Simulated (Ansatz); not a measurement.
Crystal: Ti2C.

```
Ti C
1.0
     1.54070    0.88952    4.81377
    -1.54070    0.88952    4.81377
     0.00000   -1.77905    4.81377
Ti C
2 1
Direct
  0.75450 0.75450 0.75450
  0.24550 0.24550 0.24550
  0.50000 0.50000 0.50000
```

The cell comes from a database or a generator and needn't be the stable form of this composition.

* Program: Ansatz 0.2.0
* Task: relaxation of cell and atoms
* Functional: PBEsol
* Potentials or basis: all-electron LAPW, scalar-relativistic
* Basis error allowed: 0.002 eV/atom
* k mesh: 10 × 10 × 10
* Occupations: fermi-dirac, width 0.05 eV
* Spin: no spin polarisation

At the start: volume 13.19 Å³/atom.

**Question.** Where does the relaxation end?

**Answer.** Over 5 steps the energy falls by 5.0 meV/atom and the volume is 12.84 Å³/atom (-2.7 %); space group R-3m (No. 166, to 0.05 Å).

The path:
```csv
step,energy change (eV),largest force (eV/Å),volume (Å³)
1,0.0000,0.1875,39.58
2,-0.0144,0.0994,38.59
3,-0.0148,0.0348,38.50
4,-0.0150,0.0005,38.51
5,-0.0150,0.0004,38.51
```

Final structure:
```
Ti C
1.0
     1.52616    0.88113    4.77252
    -1.52616    0.88113    4.77252
     0.00000   -1.76226    4.77252
Ti C
2 1
Cartesian
  0.0000 0.0000 10.7972
  0.0000 0.0000 3.5203
  0.0000 0.0000 7.1588
```
